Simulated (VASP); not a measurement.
A run of VASP 6.6.1:

The input INCAR:

```
AGGAC    = 0.0          
ALGO     = Normal         # electronic algorithm
EDIFF    = 1E-6           # SCF threshold, eV
EDIFFG   = -0.01          # ionic threshold
ENCUT    = 600            # plane-wave cutoff, eV
GGA      = ML             # functional
IBRION   = 2              # ionic algorithm
ISIF     = 3              # what is computed and relaxed
ISMEAR   = -1             # smearing method
LASPH    = T              # aspherical terms in the spheres
LCHARG   = F              # write CHGCAR
LREAL    = F              # projectors in reciprocal space
LUSE_VDW = T            
LWAVE    = F              # write WAVECAR
NELM     = 80             # most SCF steps
NSW      = 40             # ionic steps
PREC     = Accurate       # precision mode
SIGMA    = 0.05           # smearing width, eV
ZAB_VDW  = -1.8867
```

The input KPOINTS:

```
k-points
0
Gamma
  8 8 8
```

Contents of POSCAR:

```
HgSe
1.0
    0.0000000000      3.0390000000      3.0390000000
    3.0390000000      0.0000000000      3.0390000000
    3.0390000000      3.0390000000      0.0000000000
Hg Se
1 1
Direct
    0.0000000000      0.0000000000      0.0000000000
    0.7500000000      0.7500000000      0.7500000000
```

Potentials or basis: VASP PAW PBE potentials, release 64 (Hg, Se).

The run is started by

```bash
$ cat potpaw_PBE.64/Hg/POTCAR potpaw_PBE.64/Se/POTCAR > POTCAR
$ mpirun -np 1 vasp_std > vasp.out
```

Hardware: 1 thread of Intel(R) Xeon(R) Platinum 8259CL CPU @ 2.50GHz (Skylake/Cascade Lake), with other jobs on the host.

Problem. Estimate the wall time of this run.

Solution. Wall time 5.6 min on 1 thread of Intel(R) Xeon(R) Platinum 8259CL CPU @ 2.50GHz (Skylake/Cascade Lake) (shared host), peak memory 0.48 GiB. Counts: scf iterations 35, k points 29, ion steps 4.
